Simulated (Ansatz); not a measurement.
Input for Ansatz (plane-wave DFT), Mg:

```yaml
crystal:
  lattice:
    - [-1.83599163, 1.83599163, 1.67940402]
    - [1.83599163, -1.83599163, 1.67940402]
    - [1.83599163, 1.83599163, -1.67940402]
  atoms:
    - { symbol: Mg, position: [0.0, 0.0, 0.0] }
basis: {}
kpoints:
  mp_grid: { grid: [6, 6, 6] }
hamiltonian:
  xc: pbe
scf:
  occupations: { method: gaussian, width: 0.1 }
output:
  forces: true
  stress: true
  eigenvalues: true
```

Command:

```bash
ansatz run input.yaml --threads 1 --pin off --max-ram 1331MiB --backend cpu --events-out ev --progress --plain --runs-dir out
```

Output, shortened (HF is the Harris–Foulkes energy, dr2 the density residual in eV):

```text
Pseudopotential: Mg, paw, valence charge 10, recommended cutoff 420 eV (normal)
Crystal: 1 atom, lattice volume = 22.644 Å³
Basis set: ecut = 420 eV, 433 PW (Γ), exchange–correlation on 48×48×48 points (8 copies of the dense FFT grid, shifted against one another)
Bands: 9, of which v1, the nominal top of the filled ones, is band 5 counted from 1 (4 counted from 0)
Symmetry: 16 space group operations
Space group: I4/mmm (ITA 139), of the structure as read, at distance tolerance 2.8e-5 Å
k-points: 30 of 216
Initial density: superposition of atomic densities, corrected by the library's trained network
SCF iter   1: HF=-1923.759914 eV  Δρ=5.93e-4  dr2=9.02e-5
SCF iter   2: HF=-1923.759993 eV  Δρ=2.79e-4  dr2=1.53e-5
SCF iter   3: HF=-1923.759995 eV  Δρ=7.70e-5  dr2=6.72e-7
SCF iter   4: F=-1923.759994 eV  HF=-1923.759994 eV  Δρ=2.34e-5  dr2=4.21e-8
SCF iter   5: F=-1923.759994 eV  HF=-1923.759994 eV  Δρ=1.48e-6  dr2=2.29e-10
SCF iter   6: F=-1923.759994 eV  HF=-1923.759994 eV  Δρ=4.33e-7  dr2=1.72e-11
SCF 1 converged in 6 iterations: F = -1923.759994 eV  dr2 = 1.72e-11
SCF converged after 6 iterations
Free energy (F): -1923.759994 eV
E sigma→0 (E₀):  -1923.757809 eV
Entropy (-TS):   -0.004371 eV (-4.371 meV/atom)
Fermi energy:    5.919996 eV
--- Forces (eV/Å), atoms counted from 1 ---
  atom   1  Mg     0.00000000     0.00000000     0.00000000
--- Stress (GPa, compression-positive) ---
       -0.741251       0.000000       0.000000
        0.000000      -0.741251      -0.000000
        0.000000      -0.000000       3.395526
  P = ⅓ Tr σ = 0.6377 GPa (6.377 kbar)
```

Settings here are deliberately varied, not converged.